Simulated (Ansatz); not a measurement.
# HfO₂: zone-centre modes

These are results of DFT PBE, scalar-relativistic, plane waves, PAW (Ansatz), not measurements. Cutoff 420 eV, Γ-centred 6×6×8 k-points, Gaussian smearing of 0.05 eV. Spin–orbit coupling is left out, which can shift energies with elements as heavy as these. No spin polarisation.

Zero of the scan (relaxed at this level; this fluorite-type form isn't the usual structure):

```
CELL_PARAMETERS angstrom
0.00000 -2.54881 -2.54881
-2.54881 0.00000 -2.54881
2.54881 2.54881 -5.09761
ATOMIC_POSITIONS crystal
Hf 0.00000 0.00000 0.00000
Hf 0.50000 0.50000 0.50000
O 0.12500 0.12500 0.62500
O 0.62500 0.62500 0.12500
O 0.37500 0.37500 0.87500
O 0.87500 0.87500 0.37500
```

Harmonic modes by finite displacements of 0.02 Å, without the LO–TO term. The cell doubles the primitive one, so its zone centre also holds the primitive cell's point q = (0, 0, 1/2).

Q: At this geometry, is the structure stable against these modes?

A: Yes: no mode is imaginary beyond 10 cm⁻¹, and only the three translations lie near zero.

Q: List the wavenumbers in cm⁻¹.

A: 0, 0, 0, 82, 82, 183, 216, 216, 216, 388, 388, 488, 498, 498, 563, 563, 563, 574.

Cost: 1 run of about 5.3 core-minutes, on Intel Xeon Processor @ 2.50GHz (Skylake/Cascade Lake) (shared hosts).